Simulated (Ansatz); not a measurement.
# Si16HC16: the cost of one run

Computed with Ansatz 0.2.0 (DFT PBE, scalar-relativistic, plane waves, PAW, unless a step's input says otherwise).

2 further runs of the same task are left out: 2 set aside as unsound or not needed.

### 1 The starting structure

Symmetry: F-43m, No. 216, cubic system. Conventional cell: a = 4.380 Å, b = 4.380 Å, c = 4.380 Å, α = 90.00°, β = 90.00°, γ = 90.00°. Si (site symmetry -43m) has 4 C at 1.90 Å as nearest neighbours. Around C (site symmetry -43m) lie 4 Si at 1.90 Å.

Coordinates:

```xyz
2
Lattice="0.0000 2.1899 2.1899 2.1899 0.0000 2.1899 2.1899 2.1899 0.0000" Properties=species:S:1:pos:R:3 pbc="T T T"
Si    1.0949    1.0949    1.0949
C     0.0000    0.0000    0.0000
```

It goes back to an entry of the Materials Project.

It is the result of an earlier relaxation at this level (volume 10.50 Å³/atom; gap on the mesh: 1.37 eV).

### 2 The defect cell, relaxed

The supercell's rows are 1 1 -3; -3 1 1; 1 1 1 in vectors of the relaxed cell. Atom 33 is the H that will move.

input.yaml

```yaml
crystal:
  lattice:
    - [-4.3797259407, -4.3797259407, 4.3797259407]
    - [4.3797259407, -4.3797259407, -4.3797259407]
    - [4.3797259407, 4.3797259407, 4.3797259407]
  atoms:
    - { symbol: Si, position: [0.25, 0.75, 0.25] }
    - { symbol: Si, position: [0.0, 0.75, 0.5] }
    - { symbol: Si, position: [0.5, 0.5, 0.25] }
    - { symbol: Si, position: [0.25, 0.5, 0.5] }
    - { symbol: Si, position: [0.0, 0.5, 0.75] }
    - { symbol: Si, position: [0.75, 0.75, 0.75] }
    - { symbol: Si, position: [0.5, 0.75, 0.0] }
    - { symbol: Si, position: [0.0, 0.0, 0.25] }
    - { symbol: Si, position: [0.75, 0.25, 0.25] }
    - { symbol: Si, position: [0.5, 0.25, 0.5] }
    - { symbol: Si, position: [0.25, 0.25, 0.75] }
    - { symbol: Si, position: [0.0, 0.25, 0.0] }
    - { symbol: Si, position: [0.75, 0.5, 0.0] }
    - { symbol: Si, position: [0.75, 0.0, 0.5] }
    - { symbol: Si, position: [0.5, 0.0, 0.75] }
    - { symbol: Si, position: [0.25, 0.0, 0.0] }
    - { symbol: C, position: [0.25, 0.5, 0.25] }
    - { symbol: C, position: [0.0, 0.5, 0.5] }
    - { symbol: C, position: [0.5, 0.25, 0.25] }
    - { symbol: C, position: [0.25, 0.25, 0.5] }
    - { symbol: C, position: [0.0, 0.25, 0.75] }
    - { symbol: C, position: [0.75, 0.5, 0.75] }
    - { symbol: C, position: [0.5, 0.5, 0.0] }
    - { symbol: C, position: [1.0, 0.75, 0.25] }
    - { symbol: C, position: [0.75, 0.0, 0.25] }
    - { symbol: C, position: [0.5, 0.0, 0.5] }
    - { symbol: C, position: [0.25, 0.0, 0.75] }
    - { symbol: C, position: [0.0, 0.0, 0.0] }
    - { symbol: C, position: [0.75, 0.25, 0.0] }
    - { symbol: C, position: [0.75, 0.75, 0.5] }
    - { symbol: C, position: [0.5, 0.75, 0.75] }
    - { symbol: C, position: [0.25, 0.75, 0.0] }
    - { symbol: H, position: [0.0161628656, 0.0129275046, 0.7567699448] }
total_charge: 1
basis:
  ecutwfc: 420
  xc_grid: 2
kpoints:
  mp_grid: { grid: [2, 2, 2], shift: [0.5, 0.5, 0.5] }
hamiltonian:
  xc: pbe
scf:
  occupations: { method: gaussian, width: 0.02 }
output:
  forces: true
  stress: false
  eigenvalues: true
  write_density: true
  write_potential: true
  elf: true
  volumetric_format: npy
relax:
  adjacent_minimum: "off"
  f_tol: 0.02
  max_steps: 60
```

On the command line:

```sh
$ ansatz run input.yaml --threads 4 --pin off --max-ram 8192MiB --backend cpu --events-out ev --progress --plain --runs-dir out
```

Q: Estimate wall time and peak memory on 4 threads of Arm Neoverse V1, shared host.

About 55 s, with a peak of 0.92 GiB.
